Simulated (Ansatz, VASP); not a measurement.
# HfC: VASP beside Ansatz

```
Hf C
1.0
     0.00000    2.35560    2.35560
     2.35560    0.00000    2.35560
     2.35560    2.35560    0.00000
Hf C
1 1
Direct
  0.50000 0.50000 0.50000
  0.00000 0.00000 0.00000
```

Alike in both runs: task single point; functional r2SCAN; k mesh 10 × 10 × 10; occupations fermi-dirac, width 0.05 eV; no spin polarisation.

```csv
,VASP,Ansatz
version,VASP 6.6.1,Ansatz 0.2.0
potentials or method,"VASP PAW PBE potentials, release 64 (Hf_pv, C)",Ansatz PAW
plane-wave cutoff (eV),520,500
valence electrons in the cell,14,30
```

VASP gave:

| Quantity | Value |
| --- | --- |
| gap on the k mesh at the Fermi level (eV) | none |
| pressure (GPa) | -11.3 |

What did Ansatz give for the same quantities?

gap on the k mesh at the Fermi level (eV): none; pressure (GPa): -10.1.

A gap of «none» marks a metal or a gap that the smearing closes. The two sets of potentials don't hold the same shells in valence.

Caveats: the PAW data sets were made with another functional, which shifts forces and pressure a little (VASP); the PAW data sets come from PBE, with cores solved anew for the run's functional, which leaves a small shift of forces and pressure (Ansatz). Spin-orbit coupling is left out, which matters for the levels of Hf.
